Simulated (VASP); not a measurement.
# TePb (Fm-3m) in VASP: a series of runs

Runs on TePb. Level: PBE. Tasks: single point.

Program: VASP 6.6.1. These are calculated values, not measurements. Logs are shortened: lines on timing, memory, paths and dates and some standing lists are left out, and cuts for length are marked.

### 1 Starting point

Symmetry: Fm-3m, No. 225, cubic system. Conventional cell: a = 6.462 Å, b = 6.462 Å, c = 6.462 Å, α = 90.00°, β = 90.00°, γ = 90.00°. Pb (site symmetry m-3m) is surrounded by 6 Te at 3.23 Å. Te (site symmetry m-3m) is surrounded by 6 Pb at 3.23 Å.

### 2 Single point, PBE

Contents of INCAR:

```
SYSTEM = TePb
ADDGRID = .False.
ALGO = Normal
EDIFF = 0.01
ENCUT = 460
GGA = PE
ISIF = 2
ISMEAR = 0
LASPH = .True.
LCHARG = .False.
LREAL = .False.
LWAVE = .False.
NELM = 100
PREC = Accurate
SIGMA = 0.05
```

Contents of KPOINTS:

```
k-points
0
Gamma
  5 5 5
  0 0 0
```

Contents of POSCAR:

```
TePb
1.0
    0.0000000000      3.2310000000      3.2310000000
    3.2310000000      0.0000000000      3.2310000000
    3.2310000000      3.2310000000      0.0000000000
Pb Te
1 1
Direct
   -0.0068530000      0.0005720000     -0.0056850000
    0.5279490000      0.4690950000      0.5208160000
```

Potentials or basis: VASP PAW PBE potentials, release 64 (Pb_d, Te).

On the command line:

```
> cat potpaw_PBE.64/Pb_d/POTCAR potpaw_PBE.64/Te/POTCAR > POTCAR
> mpirun -np 1 vasp_std > vasp.out
```

OUTCAR:

```text
SYSTEM = TePb
   EDIFF = 0.01
   ENCUT = 460
   GGA = PE
   ISIF = 2
   ISMEAR = 0
   LASPH = .True.
   LREAL = .False.
   NELM = 100
   PREC = Accurate

 Found     63 irreducible k-points:

 Following reciprocal coordinates:
            Coordinates               Weight
  0.000000  0.000000  0.000000      1.000000
  0.200000  0.000000  0.000000      2.000000
  0.000000  0.200000  0.000000      2.000000
  0.000000  0.000000  0.200000      2.000000
  0.200000  0.200000  0.200000      2.000000
  0.400000  0.000000  0.000000      2.000000
   k-points           NKPTS =     63   k-points in BZ     NKDIM =     63   number of bands    NBANDS=     14
   number of dos      NEDOS =    301   number of ions     NIONS =      2
   total plane-waves  NPLWV =  32768
   dimension x,y,z NGX =    32 NGY =   32 NGZ =   32
   dimension x,y,z NGXF=    64 NGYF=   64 NGZF=   64
   ions per type =               1   1
   NGX,Y,Z   is equivalent  to a cutoff of  11.64, 11.64, 11.64 a.u.
   NGXF,Y,Z  is equivalent  to a cutoff of  23.29, 23.29, 23.29 a.u.
 SYSTEM =  TePb
   PREC   = accura    normal or accurate (medium, high low for compatibility)
   ISTART =      0    job   : 0-new  1-cont  2-samecut
   ICHARG =      2    charge: 1-file 2-atom 10-const
   ISPIN  =      1    spin polarized calculation?
   LNONCOLLINEAR =      F non collinear calculations
   LSORBIT =      F    spin-orbit coupling
   LASPH  =      T    aspherical Exc in radial PAW
   ENCUT  =  460.0 eV  33.81 Ry    5.81 a.u.   7.99  7.99  7.99*2*pi/ulx,y,z
   NELM   =    100;   NELMIN=  2; NELMDL= -5     # of ELM steps
   EDIFF  = 0.1E-01   stopping-criterion for ELM
   LREAL  =      F    real-space projection
   EDIFFG = 0.1E+00   stopping-criterion for IOM
   NSW    =      0    number of steps for IOM
   IBRION =     -1    ionic relax: 0-MD 1-quasi-New 2-CG
   NFREE  =      0    steps in history (QN), initial steepest desc. (CG)
   ISIF   =      2    stress and relaxation
   ISYM   =      2    0-nonsym 1-usesym 2-fastsym
   POTIM  = 0.5000    time-step for ionic-motion
   TEBEG  =    0.0;   TEEND  =   0.0 temperature during run
   PSTRESS=    0.0 pullay stress
   NELECT =      20.0000    total number of electrons
   NUPDOWN=      -1.0000    fix difference up-down
   EMIN   =  10.00;   EMAX   =-10.00  energy-range for DOS
   EFERMI =   0.00;   METHOD = LEGACY
   ISMEAR =     0;   SIGMA  =   0.05  broadening in eV -4-tet -1-fermi 0-gaus
   EFERMI_NEDOS =   21; number of points for ismear=-14 and -15
   IALGO  =     38    algorithm
   IMIX   =      4    mixing-type and parameters
     AMIX     =   0.40;   BMIX     =  1.00
     AMIX_MAG =   1.60;   BMIX_MAG =  1.00
  volume/ion in A,a.u.               =      33.73       227.62
  Fermi-wavevector in a.u.,A,eV,Ry     =   1.091619  2.062861 16.213147  1.191633
  Thomas-Fermi vector in A             =   2.227868
   LORBIT       =      0    0 simple, 1 ext, 2 COOP (PROOUT), +10 PAW based schemes
   GGA     = PE    functional components
   LHFCALC =     F    Hartree Fock is set to
   AEXX    =    0.0000 exact exchange contribution
   IVDW    =     0    specifies the selected vdW correction
   LEPSILON=     F    determine dielectric tensor
   LRPA    =     F    only Hartree local field effects (RPA)
 non-spin polarized calculation
 Gauss-broadening in eV      SIGMA  =   0.05
  energy-cutoff  :      460.00
  volume of cell :       67.46
 maximum number of plane-waves:      1524
   NGX = 15   NGY = 15   NGZ = 15

 number of electron      20.0000001 magnetization

 Free energy of the ion-electron system (eV)
  ---------------------------------------------------
  ext. energy  EPLUGINS =         0.00000000
  ---------------------------------------------------
  free energy    TOTEN  =        -7.48787635 eV

  energy without entropy =       -7.48787635  energy(sigma->0) =       -7.48787635

 E-fermi :   5.7170     XC(G=0):  -9.3084

 val. band max:        5.4885977177   @ k =   0.2000   0.0000  -0.2000
 cond. band min:       6.7005473712   @ k =   0.0000   0.0000   0.4000
 fundamental gap:      1.2119496536
 Fermi energy:         5.7169908179

 k-point     1 :       0.0000    0.0000    0.0000
  band No.  band energies     occupation
      1     -11.1169      2.00000
      2     -11.1136      2.00000
      3     -11.0992      2.00000
      4     -11.0960      2.00000
      5     -11.0960      2.00000
      6      -6.4331      2.00000
      7       0.0532      2.00000
      8       4.2143      2.00000
      9       4.3090      2.00000
     10       4.3107      2.00000
     11       9.4802      0.00000
     12       9.4831      0.00000
     13       9.7554      0.00000
     14      11.4143      0.00000

 k-point     2 :       0.2000    0.0000    0.0000
  band No.  band energies     occupation
      1     -11.1218      2.00000
      2     -11.1179      2.00000
      3     -11.0970      2.00000
      4     -11.0921      2.00000
      5     -11.0906      2.00000
      6      -6.0965      2.00000
      7      -0.9402      2.00000
      8       4.3083      2.00000
      9       4.4006      2.00000
     10       4.7913      2.00000
     11       8.1300      0.00000
     12       8.4111      0.00000
     13       8.6049      0.00000
     14      11.3159      0.00000

 k-point     3 :       0.0000    0.2000    0.0000
  band No.  band energies     occupation
      1     -11.1219      2.00000
      2     -11.1179      2.00000
      3     -11.0969      2.00000
      4     -11.0922      2.00000
      5     -11.0906      2.00000
      6      -6.0955      2.00000
      7      -0.9439      2.00000
      8       4.3116      2.00000
      9       4.4002      2.00000
     10       4.7907      2.00000
     11       8.1284      0.00000
     12       8.4164      0.00000
     13       8.6096      0.00000
     14      11.3119      0.00000

 k-point     4 :       0.0000    0.0000    0.2000
  band No.  band energies     occupation
      1     -11.1221      2.00000
      2     -11.1179      2.00000
      3     -11.0966      2.00000
      4     -11.0924      2.00000
      5     -11.0906      2.00000
      6      -6.0942      2.00000
      7      -0.9487      2.00000
      8       4.3184      2.00000
      9       4.3970      2.00000
     10       4.7900      2.00000
     11       8.1272      0.00000
     12       8.4223      0.00000
     13       8.6159      0.00000
     14      11.3063      0.00000

 k-point     5 :       0.2000    0.2000    0.2000
  band No.  band energies     occupation
      1     -11.1220      2.00000
      2     -11.1179      2.00000
      3     -11.0968      2.00000
      4     -11.0923      2.00000
      5     -11.0906      2.00000
      6      -6.0951      2.00000
      7      -0.9456      2.00000
      8       4.3136      2.00000
      9       4.3994      2.00000
     10       4.7905      2.00000
     11       8.1279      0.00000
     12       8.4186      0.00000
     13       8.6117      0.00000
     14      11.3098      0.00000

 k-point     6 :       0.4000    0.0000    0.0000
  band No.  band energies     occupation
      1     -11.1309      2.00000
      2     -11.1260      2.00000
      3     -11.0955      2.00000
      4     -11.0828      2.00000
      5     -11.0807      2.00000
      6      -5.2620      2.00000
      7      -2.5635      2.00000
      8       4.5194      2.00000
      9       4.6524      2.00000
     10       5.3793      2.00000
     11       6.7195      0.00000
     12       7.1140      0.00000
     13       7.2895      0.00000
     14      12.8821      0.00000

 [... further k-points ...]

------------------------ aborting loop because EDIFF is reached ----------------------------------------

  FORCE on cell =-STRESS in cart. coord.  units (eV):
  Direction    XX          YY          ZZ          XY          YZ          ZX
  --------------------------------------------------------------------------------------
  -------------------------------------------------------------------------------------
  Total        1.4834212      2.1176155      1.4817161     -0.0085653      0.0058182     -0.0016099
  in kB       35.2317484     50.2940755     35.1912522     -0.2034288      0.1381830     -0.0382356
  external PRESSURE =      40.2390254 kB  Pullay stress =       0.0000000 kB

 VOLUME and BASIS-vectors are now :
 -----------------------------------------------------------------------------
  energy-cutoff  :      460.00
  volume of cell :       67.46
      direct lattice vectors                 reciprocal lattice vectors
     0.000000000  3.231000000  3.231000000    -0.154750851  0.154750851  0.154750851
     3.231000000  0.000000000  3.231000000     0.154750851 -0.154750851  0.154750851
     3.231000000  3.231000000  0.000000000     0.154750851  0.154750851 -0.154750851

 POSITION                                       TOTAL-FORCE (eV/Angst)
 -----------------------------------------------------------------------------------
      3.21448      6.42149      3.21071        -0.011279      0.203588      0.007466
      3.19840      3.38856      3.22145         0.011279     -0.203588     -0.007466
 -----------------------------------------------------------------------------------
    total drift:                                0.000309     -0.007293     -0.000384

  FREE ENERGIE OF THE ION-ELECTRON SYSTEM (eV)
  ---------------------------------------------------
  free  energy   TOTEN  =        -7.4878763515 eV

  energy  without entropy=       -7.4878763515  energy(sigma->0) =       -7.48787635
```

It took 20 s on 1 thread of Intel Xeon Platinum 8488C (Sapphire Rapids), shared host; peak memory 0.2 GiB.

The run converged, but some of its settings lie outside the range that counts as converged, so its numbers aren't taken as properties of the crystal.

What came out:

* Free energy: -7.4879 eV
* Pressure: 4.0 GPa
* Largest force: 0.204 eV/Å
* Band gap on the k mesh: 1.21 eV, indirect (least direct gap 1.30 eV)

Caveat: spin-orbit coupling is left out, which as a rule narrows the gap of such compounds by several tenths of an eV; an odd mesh through Γ misses points on the zone boundary, where band edges often lie.

### 3 Single point, PBE

INCAR, as its differences from that of step 2:

```diff
@@ -3,3 +3,3 @@
 ALGO = Normal
-EDIFF = 0.01
+EDIFF = 0.001
 ENCUT = 460
```

KPOINTS is that of step 2.

Contents of POSCAR:

```
TePb
1.0
    0.0000000000      3.2310000000      3.2310000000
    3.2310000000      0.0000000000      3.2310000000
    3.2310000000      3.2310000000      0.0000000000
Pb Te
1 1
Direct
    0.0000000000      0.0000000000      0.0000000000
    0.5000000000      0.5000000000      0.5000000000
```

Potentials or basis: VASP PAW PBE potentials, release 64 (Pb_d, Te).

On the command line:

```
> cat potpaw_PBE.64/Pb_d/POTCAR potpaw_PBE.64/Te/POTCAR > POTCAR
> mpirun -np 1 vasp_std > vasp.out
```

Wall time 7 s (1 thread of Intel Xeon Platinum 8488C (Sapphire Rapids), shared host); peak memory 0.17 GiB.

The run converged, but some of its settings lie outside the range that counts as converged, so its numbers aren't taken as properties of the crystal.

What came out:

- Free energy: -7.5030 eV
- Pressure: 2.4 GPa

Caveat: this odd mesh misses L, where the gap lies, so gap, dielectric constants and Born charges aren't listed.

### 4 Single point, PBE

INCAR is that of step 3.

KPOINTS is that of step 3.

Contents of POSCAR:

```
TePb
1.0
    0.0000000000      3.2310000000      3.2310000000
    3.2310000000      0.0000000000      3.2310000000
    3.2310000000      3.2310000000      0.0000000000
Pb Te
1 1
Direct
   -0.0068530000      0.0005720000     -0.0056850000
    0.5279490000      0.4690950000      0.5208160000
```

On the command line:

```
> cat potpaw_PBE.64/Pb_d/POTCAR potpaw_PBE.64/Te/POTCAR > POTCAR
> mpirun -np 1 vasp_std > vasp.out
```

Wall time 22 s (1 thread of Intel Xeon Platinum 8488C (Sapphire Rapids), shared host); peak memory 0.2 GiB.

The run converged, but some of its settings lie outside the range that counts as converged, so its numbers aren't taken as properties of the crystal.

Results:

- Free energy: -7.4894 eV
- Pressure: 2.8 GPa
- Largest force: 0.202 eV/Å
- Band gap on the k mesh: 1.23 eV, indirect (least direct gap 1.31 eV)

Caveat: spin-orbit coupling is left out, which as a rule narrows the gap of such compounds by several tenths of an eV; an odd mesh through Γ misses points on the zone boundary, where band edges often lie.

### 5 Single point, PBE

INCAR, as its differences from that of step 4:

```diff
@@ -3,3 +3,3 @@
 ALGO = Normal
-EDIFF = 0.001
+EDIFF = 1E-4
 ENCUT = 460
```

KPOINTS is that of step 4.

Contents of POSCAR:

```
TePb
1.0
    0.0000000000      3.2310000000      3.2310000000
    3.2310000000      0.0000000000      3.2310000000
    3.2310000000      3.2310000000      0.0000000000
Pb Te
1 1
Direct
    0.0000000000      0.0000000000      0.0000000000
    0.5000000000      0.5000000000      0.5000000000
```

On the command line:

```
> cat potpaw_PBE.64/Pb_d/POTCAR potpaw_PBE.64/Te/POTCAR > POTCAR
> mpirun -np 1 vasp_std > vasp.out
```

Run time: 7.4 s. Hardware: 1 thread of Intel Xeon Platinum 8488C (Sapphire Rapids), shared host; peak memory 0.17 GiB.

The run converged, but some of its settings lie outside the range that counts as converged, so its numbers aren't taken as properties of the crystal.

Results:

```yaml
Free_energy: -7.5030 eV
Pressure: 2.3 GPa
```

Caveat: this odd mesh misses L, where the gap lies, so gap, dielectric constants and Born charges aren't listed.
